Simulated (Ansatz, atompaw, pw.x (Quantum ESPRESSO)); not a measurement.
# gold: does the PAW (atompaw) potential hold in the solid?

* Element: Au
* Generator: atompaw 4.2.0.5
* Type: PAW
* Functional: LDA (PW92)
* Relativity: scalar-relativistic
* Frozen core: [Kr] 4d10
* Valence charge: 33
* Reference configuration: 4f14 5s2 5p6 5d10 6s0.75 6p0.25
* Partial waves: 5s (bound); 6s (bound); 5p (bound); 6p (bound); 5d (bound); 5d channel at 3.85 Ry; 4f (bound); 4f channel at -5.18 Ry
* Local potential: troulliermartins scheme with l = 4 at 1 Ry, radius 2.10 bohr
* Core correction: smooth core density matched at 1.30 bohr
* Augmentation charge: sinc compensation charge, radius 2.10 bohr; PAW radius 2.25 bohr; waves and projectors: bloechl

Atomic tests: cutoffs needed: 70 Ry and 80 Ry (the cutoffs (Ry, on a coarse ladder) from which the occupation-weighted sum of valence levels, in a spherical-Bessel basis at the reference potential, stays within 10 and 1 mRy of its value at 400 Ry); ghost test: no extra level below or beside the all-electron valence levels (s, p, d, f tested) (spherical-Bessel basis up to 400 Ry, 20 bohr box); lowest eigenvalue of the overlap operator: 0.37 (f channel).

Crystal test: fcc Au in pw.x 7.5, no spin, 14³ k-points, Fermi–Dirac smearing 0.01 Ry, cutoffs 100/900 Ry. The lattice is a test structure that the element need not adopt, and mesh and smearing are coarse.

pw.x input:

```
&control
  calculation='scf', prefix='x', pseudo_dir='./', outdir='./tmp', tstress=.true., disk_io='none'
/
&system
  ibrav=0, nat=1, ntyp=1, ecutwfc=100, ecutrho=900, nbnd=26,
  occupations='smearing', smearing='fd', degauss=0.01
/
&electrons
  conv_thr=1e-09, mixing_beta=0.4, electron_maxstep=70
/
ATOMIC_SPECIES
Au 1.0 Au.UPF
CELL_PARAMETERS angstrom
  0.00000000 2.02644057 2.02644057
  2.02644057 0.00000000 2.02644057
  2.02644057 2.02644057 0.00000000
ATOMIC_POSITIONS crystal
Au 0.0000 0.0000 0.0000
K_POINTS automatic
14 14 14 0 0 0
```

```bash
pw.x < Au.scf.in > Au.scf.out
```

**Question.** How does the run end?

**Answer.** It converges; the pressure is -0.26 GPa against -0.71 GPa from all-electron LAPW.  The log shows:

```
     Exchange-correlation= SLA PW NOGX NOGC
     number of k points=   104  Fermi-Dirac smearing, width (Ry)=  0.0100
     iteration #  1     ecut=   100.00 Ry     beta= 0.40
     total energy              =   -1756.82261544 Ry
     estimated scf accuracy    <       0.08998919 Ry
     iteration #  2     ecut=   100.00 Ry     beta= 0.40
     total energy              =   -1756.84227291 Ry
     estimated scf accuracy    <       0.00202092 Ry
     iteration #  3     ecut=   100.00 Ry     beta= 0.40
     c_bands:  1 eigenvalues not converged
     c_bands:  1 eigenvalues not converged
     c_bands:  1 eigenvalues not converged
     c_bands:  1 eigenvalues not converged
     [... 10 repeated lines left out ...]
     total energy              =   -1756.84431066 Ry
     estimated scf accuracy    <       0.00135336 Ry
     iteration #  4     ecut=   100.00 Ry     beta= 0.40
     [... 6 repeated lines left out ...]
     total energy              =   -1756.84329394 Ry
     estimated scf accuracy    <       0.00542669 Ry
     [... 3 iterations left out ...]
     iteration #  8     ecut=   100.00 Ry     beta= 0.40
     total energy              =   -1756.84415256 Ry
     estimated scf accuracy    <       0.00000031 Ry
     iteration #  9     ecut=   100.00 Ry     beta= 0.40
     total energy              =   -1756.84415234 Ry
     estimated scf accuracy    <       0.00000055 Ry
     iteration # 10     ecut=   100.00 Ry     beta= 0.40
     total energy              =   -1756.84415234 Ry
     estimated scf accuracy    <       0.00000009 Ry
     iteration # 11     ecut=   100.00 Ry     beta= 0.40
     the Fermi energy is    29.2744 ev
!    total energy              =   -1756.84415237 Ry
     estimated scf accuracy    <          7.4E-11 Ry
     smearing contrib. (-TS)   =      -0.00139624 Ry
     convergence has been achieved in  11 iterations
          total   stress  (Ry/bohr**3)                   (kbar)     P=       -2.56
     Message from routine punch:
     Nothing written, as per user request (disk_io='none')
```
